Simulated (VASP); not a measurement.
A run of VASP 6.6.1 is set up as follows.

Contents of INCAR:

```
  PREC = Accurate
  ENCUT = 600
  EDIFF = 1E-7
  ISMEAR = 0
  SIGMA = 0.02
  LREAL = F
  LASPH = T
  NELM = 100
  ALGO = Fast
  ISIF = 3
  LWAVE = F
  LCHARG = F
  GGA = PS
  IBRION = 2
  NSW = 90
  EDIFFG = -0.005
```

The input KPOINTS:

```
regular mesh
0
Gamma
  6 6 6
```

POSCAR

```
HfO2
1.0
    3.5580193300      0.0000000000      0.0000000000
    0.0000000000      3.5580193300      0.0000000000
    0.0000000000      0.0000000000      5.1718612100
Hf O
2 4
Direct
    0.5000000000      0.5000000000      0.5000000000
    0.0000000000      0.0000000000      0.0000000000
    0.0000000000      0.5000000000      0.6972078800
    0.5000000000      0.0000000000      0.8027921200
    0.5000000000      0.0000000000      0.3027921200
    0.0000000000      0.5000000000      0.1972078800
```

Potentials or basis: VASP PAW PBE potentials, release 64 (Hf_pv, O).

Launch:

```bash
$ cat potpaw_PBE.64/Hf_pv/POTCAR potpaw_PBE.64/O/POTCAR > POTCAR
$ mpirun -np 1 vasp_std > vasp.out
```

Q: Estimate the relaxed cell.

A: a = 3.551 Å, b = 3.551 Å, c = 5.129 Å, α = 90.00°, β = 90.00°, γ = 90.00°.

Q: Estimate the space group after relaxing (to 0.05 Å).

A: P4_2/nmc (No. 137).

Step by step:
```tsv
step	energy change (eV)	largest force (eV/Å)	pressure (GPa)	volume (Å³)
1	0.0000	0.0612	-1.59	65.47
2	0.0007	0.1427	2.38	64.45
3	-0.0027	0.0997	0.24	64.98
4	-0.0046	0.0837	0.18	64.92
5	-0.0066	0.0552	0.07	64.80
6	-0.0068	0.0451	0.04	64.75
7	-0.0080	0.0067	-0.11	64.72
8	-0.0080	0.0004	-0.13	64.71
9	-0.0080	0.0044	0.19	64.63
10	-0.0080	0.0018	0.00	64.68
```

Caveat: the PAW data sets were made with another functional, which shifts forces and pressure a little.
